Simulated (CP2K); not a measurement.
## Al under changes of volume

One of the cells (16.116 Å³/atom); the others are scaled copies at fixed shape and fractional positions:

```
Al
1.0
     2.75607    0.00000    0.00000
    -0.91869    2.59845    0.00000
    -0.91869   -1.29922    2.25032
Al
1
Cartesian
  0.0000 0.0000 0.0000
```

This isn't the form of Al at room conditions, which is fcc.

```yaml
Program: CP2K 2026.2
Functional: r2SCAN
Potentials_or_basis: POTENTIAL_UZH Al GTH-SCAN-q3; TZVP-MOLOPT-SCAN-GTH basis
Density_cutoff: 9184 eV
k_mesh: 12 × 12 × 12
Occupations: fermi-dirac, width 0.1 eV
Spin: no spin polarisation
```

```tsv
volume (Å³/atom)	energy over the lowest point (meV/atom)	pressure (GPa)
15.149	?	?
15.471	7.57	3.8
15.793	1.99	1.9
16.116	0.00	0.2
16.438	1.25	-1.4
16.760	5.43	-2.8
17.083	12.27	-4.0
```

Q: What does the run at 15.149 Å³/atom give?

A: Energy over the lowest point 17.18 meV/atom; pressure 5.9 GPa.

Worked out: A Birch-Murnaghan fit of order 3 (a polynomial in V^(-2/3)) to the other rows has its minimum at 16.15 Å³/atom with B0 = V·E''(V) = 80 GPa and B' = 4.1. It gives 17.12 meV/atom at 15.149 Å³/atom, against the run's 17.18, and -dE/dV = 5.8 GPa, against 5.9.

Energies are extrapolated to zero smearing.

Caveats: the basis of atomic orbitals isn't converged, which shifts pressures, moduli and gaps.
